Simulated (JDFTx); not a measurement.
Crystal: AlFe.

```
Fe Al
1.0
     2.91000    0.00000    0.00000
     0.00000    2.91000    0.00000
     0.00000    0.00000    2.91000
Fe Al
1 1
Direct
  0.50000 0.50000 0.50000
  0.00000 0.00000 0.00000
```

- Program: JDFTx 1.7.0 (patched build)
- Task: relaxation of cell and atoms
- Functional: PBE
- Potentials or basis: PseudoDojo-SR-PBE-0.5-standard with smoothed tails
- Cutoff: 1225 eV
- Density cutoff: 9796 eV
- k mesh: 7 × 7 × 7
- Occupations: fermi-dirac, width 0.05 eV
- Spin: no spin polarisation

At the start: pressure -7.3 GPa; volume 12.32 Å³/atom.

Task: How do energy, volume and symmetry change on relaxing?

Result: Over 5 steps the energy falls by 12.6 meV/atom and the volume is 11.79 Å³/atom (-4.3 %); space group Pm-3m (No. 221, to 0.05 Å).

The path:
```tsv
step	energy change (eV)	largest force (eV/Å)	pressure (GPa)	volume (Å³)
1	0.0000	0.0000	-7.29	24.64
2	-0.0120	0.0000	-5.40	24.34
3	-0.0251	0.0000	0.15	23.56
4	-0.0251	0.0000	0.01	23.58
5	-0.0251	0.0000	0.00	23.58
```

Final structure:
```xyz
2
Lattice="2.8675 0.0000 0.0000 0.0000 2.8675 0.0000 0.0000 0.0000 2.8675" Properties=species:S:1:pos:R:3 pbc="T T T"
Fe    1.4338    1.4338    1.4338
Al    0.0000    0.0000    0.0000
```
